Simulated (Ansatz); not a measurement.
# Thickness series of a Zr/GaN/Hf junction, part 2 of 3

Aim: the conductance of Zr/GaN/Hf junctions as the barrier thickens. The lower electrode is Zr hcp(0001), the upper one Hf hcp(0001); the barrier is GaN wurtzite(0001) (whole bilayers). In the first transport cell, after relaxation, the nearest pair of electrode and barrier is Zr–N at 2.12 Å, along the normal, at the lower face and Hf–Ga at 3.00 Å, at a slant, at the upper one. All share a net of side 3.22 Å, which strains the lower electrode by -0.3 %, the upper one by +0.6 % and the barrier by +0.0 %, against typed lattice constants near PBE's. The first steps treat the bulk electrodes alone.

Ansatz 0.2.0; PBE DFT, plane waves, PAW files (the session's first sound run).

So far, transmission at the Fermi level (a spin, zone mean): step 5 (transmission over a wide range of energy) 0.00283. Also channels of the lower lead: step 5 0.792.

### Step 6. Conductance on a fine mesh, atomic planes in the barrier 4, gap between the electrodes 7.81 Å

System of this step: Zr/GaN/Hf. The cell holds 26 atoms: 11 Zr, 2 N, 2 Ga and 11 Hf. Its edges and angles: a = 3.220 Å, b = 3.220 Å, c = 73.121 Å, α = 90.0°, β = 90.0°, γ = 120.0°. Regions: left electrode, 11 atoms (11 Zr); barrier, 4 atoms (2 N and 2 Ga); right electrode, 11 atoms (11 Hf). Vacuum lies along c.

The conductance needs T(E) within ten thermal energies of the Fermi level, on steps under 1.5 kT, and a finer mesh (30×30), since the current can rest on few wavevectors.

input.yaml

```yaml
crystal:
  lattice:
    - [3.22, 0.0, 0.0]
    - [-1.61, 2.7886018002, 0.0]
    - [0.0, 0.0, 73.1214566083]
  atoms:
    - { symbol: Zr, position: [0.33333333, 0.66666667, 0.0957311345] }
    - { symbol: Zr, position: [0.0, 0.0, 0.1312293457] }
    - { symbol: Zr, position: [0.33333333, 0.66666667, 0.1667275568] }
    - { symbol: Zr, position: [0.0, 0.0, 0.2022257679] }
    - { symbol: Zr, position: [0.33333333, 0.66666667, 0.237723979] }
    - { symbol: Zr, position: [0.0, 0.0, 0.2732221901] }
    - { symbol: Zr, position: [0.33333333, 0.66666667, 0.3087204013] }
    - { symbol: Zr, position: [0.0, 0.0, 0.3442186124] }
    - { symbol: Zr, position: [0.33333333, 0.66666667, 0.3797168235] }
    - { symbol: Zr, position: [0.0, 0.0, 0.4152150346] }
    - { symbol: Zr, position: [0.33333333, 0.66666667, 0.4526334776] }
    - { symbol: "N", position: [0.33333333, 0.66666667, 0.48158355] }
    - { symbol: Ga, position: [0.66666667, 0.33333333, 0.4905304031] }
    - { symbol: "N", position: [0.66666667, 0.33333333, 0.517349026] }
    - { symbol: Ga, position: [0.33333333, 0.66666667, 0.5272385121] }
    - { symbol: Hf, position: [0.66666667, 0.33333333, 0.5594718914] }
    - { symbol: Hf, position: [0.33333333, 0.66666667, 0.5930719053] }
    - { symbol: Hf, position: [0.66666667, 0.33333333, 0.6276493454] }
    - { symbol: Hf, position: [0.33333333, 0.66666667, 0.6622267854] }
    - { symbol: Hf, position: [0.66666667, 0.33333333, 0.6968042254] }
    - { symbol: Hf, position: [0.33333333, 0.66666667, 0.7313816654] }
    - { symbol: Hf, position: [0.66666667, 0.33333333, 0.7659591054] }
    - { symbol: Hf, position: [0.33333333, 0.66666667, 0.8005365454] }
    - { symbol: Hf, position: [0.66666667, 0.33333333, 0.8351139854] }
    - { symbol: Hf, position: [0.33333333, 0.66666667, 0.8696914255] }
    - { symbol: Hf, position: [0.66666667, 0.33333333, 0.9042688655] }
kpoints:
  mp_grid: { grid: [12, 12, 1] }
scf:
  occupations: { method: fermi_dirac, width: 0.1 }
  max_iter: 150
hamiltonian:
  xc: pbe
output:
  transmission:
    kmesh: [30, 30]
    e_range: [-0.26, 0.27]
    de: 0.0375
    leads: [[4, 6], [20, 22]]
```

Command:

```bash
$ ansatz run input.yaml --threads 4 --pin off --max-ram 12288MiB --backend cpu --events-out ev --progress --plain --runs-dir out
```

Wall time 9.2 min (4 threads of Arm Neoverse V1, shared host); peak memory 4.9 GiB; 29 min of CPU time.

This step gave:

```
free energy                                         : -227291.1386 eV
Fermi energy                                        : 13.03 eV
transmission at the Fermi level (a spin, zone mean) : 0.03052
channels of the lower lead                          : 0.6733
channels of the upper lead                          : 0.6867
potential step in the lower lead                    : 67.6 meV
ballistic conductance of the lower lead             : 5.95e14 S/m²
potential step in the upper lead                    : 9.3 meV
ballistic conductance of the upper lead             : 5.77e14 S/m²
junction conductance                                : 2.75e13 S/m²
error estimates by source, in the log's order       : 0.7, 2.9, 12.3, 43.6, 8 %
resistance-area product beyond the leads            : 0.03467 Ω um²
```

One spin. Transmission, zone mean against energy, zero at the Fermi level:

```csv
energy (eV),"transmission, zone mean"
-0.260,0.0583
-0.223,0.0551
-0.185,0.0514
-0.147,0.0499
-0.110,0.0461
-0.072,0.0400
-0.035,0.0346
0.003,0.0305
0.040,0.0282
0.077,0.0267
0.115,0.0283
0.152,0.0273
0.190,0.0297
0.228,0.0320
0.265,0.0396
```

One spin. Table of open channels, zone mean by energy, zero at the Fermi level:

```csv
energy (eV),lower lead,upper lead
-0.260,0.49,0.513
-0.223,0.457,0.573
-0.185,0.497,0.604
-0.147,0.477,0.631
-0.110,0.527,0.631
-0.072,0.6,0.624
-0.035,0.607,0.651
0.003,0.673,0.687
0.040,0.753,0.653
0.077,0.833,0.707
0.115,0.933,0.76
0.152,1.07,0.773
0.190,1.23,0.847
0.228,1.31,0.94
0.265,1.31,0.993
```

Transmission over k1 and k2. At 0.0025 eV from the Fermi level.

Ten even steps from '0' (0.000) to '9' (0.362), each cell a mean:
```
000000000000000000000001000000
000000000000000000000000000000
000000000000000000000000000000
000000000000000000000000000000
000000000000000000000001000001
000000000000000000000000000000
000000000013333100000000000000
000000000068999650000000000000
000000000089865798100000000000
000000000089621148930000000000
000000000048720004882000000000
000000000006973102698000000000
000000000000498544798000000000
000000000000018899988000000000
000000000000000255552000000000
000000000000000000000000000000
010000010000000000000000000000
000000000000000000000000000000
000000000000000000000000000000
000000000000000000000000000000
000000000000000000000000000000
000000000000000000000000000000
```
Columns: k1 (b1) from -0.5 to 0.467; rows upwards: k2 (b2) from -0.5 to 0.467.

G = 2.7e13 S/m² (1/G = 0.0364 Ω µm²). The largest error estimate is 44 %, from the leads' potential steps. In the worse lead the potential repeats within 68 meV, which the program flags as too much for a lead, so G carries that doubt. By hand, Landauer's formula with T at one energy: G = (e²/h) ΣT / A = 3.874e-5 S × 0.0610 / 8.979 Å² = 2.6e13 S/m², with T summed over both spins. The printed value averages T over the Fermi window and is 1.0 times this.

### Step 7. Conductance on a fine mesh, 30 atoms

System of this step: Zr/GaN/Hf. The cell holds 30 atoms: 11 Zr, 4 N, 4 Ga and 11 Hf. Its edges and angles: a = 3.220 Å, b = 3.220 Å, c = 78.370 Å, α = 90.0°, β = 90.0°, γ = 120.0°. Regions: left electrode, 11 atoms (11 Zr); barrier, 8 atoms (4 N and 4 Ga); right electrode, 11 atoms (11 Hf). Vacuum lies along c.

Barrier layers are added or taken out in the middle, and the relaxed faces stay.

input.yaml

```yaml
crystal:
  lattice:
    - [3.22, 0.0, 0.0]
    - [-1.61, 2.7886018002, 0.0]
    - [0.0, 0.0, 78.3700477507]
  atoms:
    - { symbol: Zr, position: [0.33333333, 0.66666667, 0.0893198384] }
    - { symbol: Zr, position: [0.0, 0.0, 0.1224406668] }
    - { symbol: Zr, position: [0.33333333, 0.66666667, 0.1555614952] }
    - { symbol: Zr, position: [0.0, 0.0, 0.1886823236] }
    - { symbol: Zr, position: [0.33333333, 0.66666667, 0.221803152] }
    - { symbol: Zr, position: [0.0, 0.0, 0.2549239804] }
    - { symbol: Zr, position: [0.33333333, 0.66666667, 0.2880448089] }
    - { symbol: Zr, position: [0.0, 0.0, 0.3211656373] }
    - { symbol: Zr, position: [0.33333333, 0.66666667, 0.3542864657] }
    - { symbol: Zr, position: [0.0, 0.0, 0.3874072941] }
    - { symbol: Zr, position: [0.33333333, 0.66666667, 0.4223197528] }
    - { symbol: "N", position: [0.33333333, 0.66666667, 0.4493309837] }
    - { symbol: Ga, position: [0.66666667, 0.33333333, 0.4576786491] }
    - { symbol: "N", position: [0.66666667, 0.33333333, 0.4827011779] }
    - { symbol: Ga, position: [0.33333333, 0.66666667, 0.4912027894] }
    - { symbol: "N", position: [0.33333333, 0.66666667, 0.5161887768] }
    - { symbol: Ga, position: [0.66666667, 0.33333333, 0.524706963] }
    - { symbol: "N", position: [0.66666667, 0.33333333, 0.5496730797] }
    - { symbol: Ga, position: [0.33333333, 0.66666667, 0.5589002481] }
    - { symbol: Hf, position: [0.66666667, 0.33333333, 0.5889748966] }
    - { symbol: Hf, position: [0.33333333, 0.66666667, 0.6203246537] }
    - { symbol: Hf, position: [0.66666667, 0.33333333, 0.6525863768] }
    - { symbol: Hf, position: [0.33333333, 0.66666667, 0.6848480999] }
    - { symbol: Hf, position: [0.66666667, 0.33333333, 0.717109823] }
    - { symbol: Hf, position: [0.33333333, 0.66666667, 0.7493715461] }
    - { symbol: Hf, position: [0.66666667, 0.33333333, 0.7816332692] }
    - { symbol: Hf, position: [0.33333333, 0.66666667, 0.8138949923] }
    - { symbol: Hf, position: [0.66666667, 0.33333333, 0.8461567154] }
    - { symbol: Hf, position: [0.33333333, 0.66666667, 0.8784184385] }
    - { symbol: Hf, position: [0.66666667, 0.33333333, 0.9106801616] }
kpoints:
  mp_grid: { grid: [12, 12, 1] }
scf:
  occupations: { method: fermi_dirac, width: 0.1 }
  max_iter: 150
hamiltonian:
  xc: pbe
output:
  transmission:
    kmesh: [30, 30]
    e_range: [-0.26, 0.27]
    de: 0.0375
    leads: [[4, 6], [24, 26]]
```

It took 11 min on 4 threads; peak memory 5.5 GiB.

Numbers from this step:

| Item | Value |
| --- | --- |
| free energy | -235626.9375 eV |
| Fermi energy | 12.88 eV |
| transmission at the Fermi level (a spin, zone mean) | 0.002851 |
| potential step in the lower lead | 67.7 meV |
| potential step in the upper lead | 10.2 meV |
| junction conductance | 2.60e12 S/m² |
| error estimates by source, in the log's order | 0.2, 13.2, 13.1, 58.8, 18.7 % |
| resistance-area product beyond the leads | 0.3834 Ω um² |

One spin. The transmission, zone mean by energy, zero at the Fermi level:

```csv
energy (eV),"transmission, zone mean"
-0.260,0.0103
-0.223,0.00955
-0.185,0.00803
-0.147,0.00681
-0.110,0.00555
-0.072,0.00438
-0.035,0.00352
0.003,0.00285
0.040,0.00232
0.077,0.00186
0.115,0.00143
0.152,0.00119
0.190,0.00101
0.228,9.2e-4
0.265,0.00114
```

One spin. Open channels, zone mean against energy, zero at the Fermi level:

```
energy (eV)  lower lead  upper lead
     -0.260        0.49       0.513
     -0.223       0.457       0.573
     -0.185       0.497       0.604
     -0.147       0.477       0.631
     -0.110       0.527       0.618
     -0.072         0.6       0.624
     -0.035       0.607       0.651
      0.003       0.673       0.687
      0.040       0.753       0.653
      0.077       0.833       0.707
      0.115       0.933        0.76
      0.152        1.07       0.773
      0.190        1.23       0.847
      0.228        1.31        0.94
      0.265        1.31       0.993
```

Transmission over k1 and k2. At 0.0025 eV from the Fermi level.

Ten even steps from '0' (0.00 × 1e-2) to '9' (4.58 × 1e-2), each cell a mean:
```
000000000000000000000000000000
000000000000000000000000000000
000000000000000000000000000000
000000000000000000000000000000
000000000000000000000000000000
000000000000000000000000000000
000000000001221000000000000000
000000000035887420000000000000
000000000059977895100000000000
000000000049831259710000000000
000000000027930015950000000000
000000000002884113894000000000
000000000000279756995000000000
000000000000014699974000000000
000000000000000023320000000000
000000000000000000000000000000
000000000000000000000000000000
000000000000000000000000000000
000000000000000000000000000000
000000000000000000000000000000
000000000000000000000000000000
000000000000000000000000000000
```
Columns: k1 (b1) from -0.5 to 0.467; rows upwards: k2 (b2) from -0.5 to 0.467.

G = 2.6e12 S/m² (1/G = 0.385 Ω µm²), 0.094 times the step before of this kind. The largest error estimate is 59 %, from the leads' potential steps. In the worse lead the potential repeats within 68 meV, which the program flags as too much for a lead, so G carries that doubt.

### Step 8. Conductance, atomic planes in the barrier 12, gap between the electrodes 18.31 Å

System of this step: Zr/GaN/Hf. The cell holds 34 atoms: 11 Zr, 6 N, 6 Ga and 11 Hf. Its edges and angles: a = 3.220 Å, b = 3.220 Å, c = 83.619 Å, α = 90.0°, β = 90.0°, γ = 120.0°. Regions: left electrode, 11 atoms (11 Zr); barrier, 12 atoms (6 N and 6 Ga); right electrode, 11 atoms (11 Hf). Vacuum lies along c.

input.yaml

```yaml
crystal:
  lattice:
    - [3.22, 0.0, 0.0]
    - [-1.61, 2.7886018002, 0.0]
    - [0.0, 0.0, 83.6186388931]
  atoms:
    - { symbol: Zr, position: [0.33333333, 0.66666667, 0.0837133932] }
    - { symbol: Zr, position: [0.0, 0.0, 0.114755287] }
    - { symbol: Zr, position: [0.33333333, 0.66666667, 0.1457971807] }
    - { symbol: Zr, position: [0.0, 0.0, 0.1768390745] }
    - { symbol: Zr, position: [0.33333333, 0.66666667, 0.2078809682] }
    - { symbol: Zr, position: [0.0, 0.0, 0.238922862] }
    - { symbol: Zr, position: [0.33333333, 0.66666667, 0.2699647557] }
    - { symbol: Zr, position: [0.0, 0.0, 0.3010066495] }
    - { symbol: Zr, position: [0.33333333, 0.66666667, 0.3320485432] }
    - { symbol: Zr, position: [0.0, 0.0, 0.363090437] }
    - { symbol: Zr, position: [0.33333333, 0.66666667, 0.3958115036] }
    - { symbol: "N", position: [0.33333333, 0.66666667, 0.4211272883] }
    - { symbol: Ga, position: [0.66666667, 0.33333333, 0.4289509858] }
    - { symbol: "N", position: [0.66666667, 0.33333333, 0.4524028956] }
    - { symbol: Ga, position: [0.33333333, 0.66666667, 0.4603708763] }
    - { symbol: "N", position: [0.33333333, 0.66666667, 0.4837885383] }
    - { symbol: Ga, position: [0.66666667, 0.33333333, 0.4917720533] }
    - { symbol: "N", position: [0.66666667, 0.33333333, 0.5151710919] }
    - { symbol: Ga, position: [0.33333333, 0.66666667, 0.5231390726] }
    - { symbol: "N", position: [0.33333333, 0.66666667, 0.5465567346] }
    - { symbol: Ga, position: [0.66666667, 0.33333333, 0.5545402497] }
    - { symbol: "N", position: [0.66666667, 0.33333333, 0.5779392882] }
    - { symbol: Ga, position: [0.33333333, 0.66666667, 0.5865872839] }
    - { symbol: Hf, position: [0.66666667, 0.33333333, 0.614774201] }
    - { symbol: Hf, position: [0.33333333, 0.66666667, 0.6441561904] }
    - { symbol: Hf, position: [0.66666667, 0.33333333, 0.6743929033] }
    - { symbol: Hf, position: [0.33333333, 0.66666667, 0.7046296163] }
    - { symbol: Hf, position: [0.66666667, 0.33333333, 0.7348663292] }
    - { symbol: Hf, position: [0.33333333, 0.66666667, 0.7651030421] }
    - { symbol: Hf, position: [0.66666667, 0.33333333, 0.795339755] }
    - { symbol: Hf, position: [0.33333333, 0.66666667, 0.825576468] }
    - { symbol: Hf, position: [0.66666667, 0.33333333, 0.8558131809] }
    - { symbol: Hf, position: [0.33333333, 0.66666667, 0.8860498938] }
    - { symbol: Hf, position: [0.66666667, 0.33333333, 0.9162866068] }
kpoints:
  mp_grid: { grid: [12, 12, 1] }
scf:
  occupations: { method: fermi_dirac, width: 0.1 }
  max_iter: 150
hamiltonian:
  xc: pbe
output:
  transmission:
    kmesh: [30, 30]
    e_range: [-0.26, 0.27]
    de: 0.0375
    leads: [[4, 6], [28, 30]]
```

It took 12 min on 4 threads; peak memory 6.3 GiB.

One spin. The transmission, zone mean by energy, zero at the Fermi level:

```csv
energy (eV),"transmission, zone mean"
-0.260,0.00103
-0.223,9.2e-4
-0.185,7.1e-4
-0.147,6.0e-4
-0.110,4.9e-4
-0.072,3.9e-4
-0.035,3.1e-4
0.003,2.6e-4
0.040,2.2e-4
0.077,1.9e-4
0.115,1.5e-4
0.152,1.3e-4
0.190,1.2e-4
0.228,1.1e-4
0.265,1.3e-4
```

G = 2.4e11 S/m² (1/G = 4.23 Ω µm²), 0.091 times the step before of this kind. The largest error estimate is 47 %, from the leads' potential steps. In the worse lead the potential repeats within 68 meV, which the program flags as too much for a lead, so G carries that doubt.

### Step 9. Conductance, atomic planes in the barrier 16, gap between the electrodes 23.56 Å

System of this step: Zr/GaN/Hf. The cell holds 38 atoms: 11 Zr, 8 N, 8 Ga and 11 Hf. Its edges and angles: a = 3.220 Å, b = 3.220 Å, c = 88.867 Å, α = 90.0°, β = 90.0°, γ = 120.0°. Regions: left electrode, 11 atoms (11 Zr); barrier, 16 atoms (8 N and 8 Ga); right electrode, 11 atoms (11 Hf). Vacuum lies along c.

input.yaml

```yaml
crystal:
  lattice:
    - [3.22, 0.0, 0.0]
    - [-1.61, 2.7886018002, 0.0]
    - [0.0, 0.0, 88.8672300355]
  atoms:
    - { symbol: Zr, position: [0.33333333, 0.66666667, 0.0787691931] }
    - { symbol: Zr, position: [0.0, 0.0, 0.1079777202] }
    - { symbol: Zr, position: [0.33333333, 0.66666667, 0.1371862474] }
    - { symbol: Zr, position: [0.0, 0.0, 0.1663947746] }
    - { symbol: Zr, position: [0.33333333, 0.66666667, 0.1956033018] }
    - { symbol: Zr, position: [0.0, 0.0, 0.224811829] }
    - { symbol: Zr, position: [0.33333333, 0.66666667, 0.2540203562] }
    - { symbol: Zr, position: [0.0, 0.0, 0.2832288833] }
    - { symbol: Zr, position: [0.33333333, 0.66666667, 0.3124374105] }
    - { symbol: Zr, position: [0.0, 0.0, 0.3416459377] }
    - { symbol: Zr, position: [0.33333333, 0.66666667, 0.3724344641] }
    - { symbol: "N", position: [0.33333333, 0.66666667, 0.3962550722] }
    - { symbol: Ga, position: [0.66666667, 0.33333333, 0.4036166939] }
    - { symbol: "N", position: [0.66666667, 0.33333333, 0.4256835095] }
    - { symbol: Ga, position: [0.33333333, 0.66666667, 0.433180893] }
    - { symbol: "N", position: [0.33333333, 0.66666667, 0.4552154834] }
    - { symbol: Ga, position: [0.66666667, 0.33333333, 0.4627274838] }
    - { symbol: "N", position: [0.66666667, 0.33333333, 0.4847445508] }
    - { symbol: Ga, position: [0.33333333, 0.66666667, 0.4922419343] }
    - { symbol: "N", position: [0.33333333, 0.66666667, 0.5142765247] }
    - { symbol: Ga, position: [0.66666667, 0.33333333, 0.5217885251] }
    - { symbol: "N", position: [0.66666667, 0.33333333, 0.5438055921] }
    - { symbol: Ga, position: [0.33333333, 0.66666667, 0.5513029755] }
    - { symbol: "N", position: [0.33333333, 0.66666667, 0.573337566] }
    - { symbol: Ga, position: [0.66666667, 0.33333333, 0.5808495664] }
    - { symbol: "N", position: [0.66666667, 0.33333333, 0.6028666333] }
    - { symbol: Ga, position: [0.33333333, 0.66666667, 0.6110038694] }
    - { symbol: Hf, position: [0.66666667, 0.33333333, 0.6375260378] }
    - { symbol: Hf, position: [0.33333333, 0.66666667, 0.6651726963] }
    - { symbol: Hf, position: [0.66666667, 0.33333333, 0.6936235975] }
    - { symbol: Hf, position: [0.33333333, 0.66666667, 0.7220744987] }
    - { symbol: Hf, position: [0.66666667, 0.33333333, 0.7505253999] }
    - { symbol: Hf, position: [0.33333333, 0.66666667, 0.778976301] }
    - { symbol: Hf, position: [0.66666667, 0.33333333, 0.8074272022] }
    - { symbol: Hf, position: [0.33333333, 0.66666667, 0.8358781034] }
    - { symbol: Hf, position: [0.66666667, 0.33333333, 0.8643290046] }
    - { symbol: Hf, position: [0.33333333, 0.66666667, 0.8927799058] }
    - { symbol: Hf, position: [0.66666667, 0.33333333, 0.9212308069] }
kpoints:
  mp_grid: { grid: [12, 12, 1] }
scf:
  occupations: { method: fermi_dirac, width: 0.1 }
  max_iter: 150
hamiltonian:
  xc: pbe
output:
  transmission:
    kmesh: [30, 30]
    e_range: [-0.26, 0.27]
    de: 0.0375
    leads: [[4, 6], [32, 34]]
```

It took 14 min on 4 threads; peak memory 7 GiB.

G = 2.8e10 S/m² (1/G = 35.3 Ω µm²), 0.12 times the step before of this kind. Apart from band edges and resonances, the largest error estimate is 45 %, from the leads' potential steps. For edges and narrow resonances that could lie between the energies solved the program puts 127 %, while dropping every other energy moves G by 1.1 %. In the worse lead the potential repeats within 68 meV, which the program flags as too much for a lead, so G carries that doubt.

### Step 10. Comparing the runs

Times are for 4 threads of Arm Neoverse V1, shared host. Results by setting:

```
no.  gap between the electrodes (Å)  junction conductance (S/m²)  resistance-area product beyond the leads (Ω um²)     time  memory (GiB)
  1                            7.81                      2.75e13                                           0.03467  9.2 min           4.9
  2                           13.06                      2.60e12                                            0.3834   11 min           5.5
  3                           18.31                      2.37e11                                             4.224   12 min           6.3
  4                           23.56                      2.84e10                                             35.27   14 min           7.0
```

The runs together. The transmission, zone mean by energy, zero at the Fermi level:

```
energy (eV)    7.81    13.06    18.31   23.56
     -0.260  0.0583   0.0103  0.00103  1.1e-4
     -0.223  0.0551  0.00955   9.2e-4  9.6e-5
     -0.185  0.0514  0.00803   7.1e-4  6.9e-5
     -0.147  0.0499  0.00681   6.0e-4  6.2e-5
     -0.110  0.0461  0.00555   4.9e-4  5.2e-5
     -0.072  0.0400  0.00438   3.9e-4  4.3e-5
     -0.035  0.0346  0.00352   3.1e-4  3.6e-5
      0.003  0.0305  0.00285   2.6e-4  3.2e-5
      0.040  0.0282  0.00232   2.2e-4  2.8e-5
      0.077  0.0267  0.00186   1.9e-4  2.6e-5
      0.115  0.0283  0.00143   1.5e-4  2.3e-5
      0.152  0.0273  0.00119   1.3e-4  2.3e-5
      0.190  0.0297  0.00101   1.2e-4  2.3e-5
      0.228  0.0320   9.2e-4   1.1e-4  2.4e-5
      0.265  0.0396  0.00114   1.3e-4  2.6e-5
```

### Step 11. Fit against thickness

This step: Fit of the logarithm of the conductance against the barrier's thickness, from PBE DFT, plane waves, PAW files (Ansatz 0.2.0).

No new run: the logarithm is fitted against the thickness.

Numbers from this step:

```yaml
decay_constant_of_the_conductance: 0.44 Å⁻¹
r_m_s_misfit_of_ln_g: 0.07
```

From the end points alone, β = ln(2.75e+13 / 2.84e+10) / 15.75 Å = 6.88 / 15.75 Å = 0.44 Å⁻¹. One end point carries an error estimate of 45 %; a factor of 1.5 on it would move β by 0.02 Å⁻¹.

(Part 2 of 3 ends here.)

[Logs are printed without paths, hosts, clocks, repeated set-up lines and the standing remarks that a program may print on its own settings, such as how far it seeks lower states.]

[Hosts, paths, dates, database ids (printed as entryN), source tags and the programs' standing remarks are cut or masked in the printed files.]
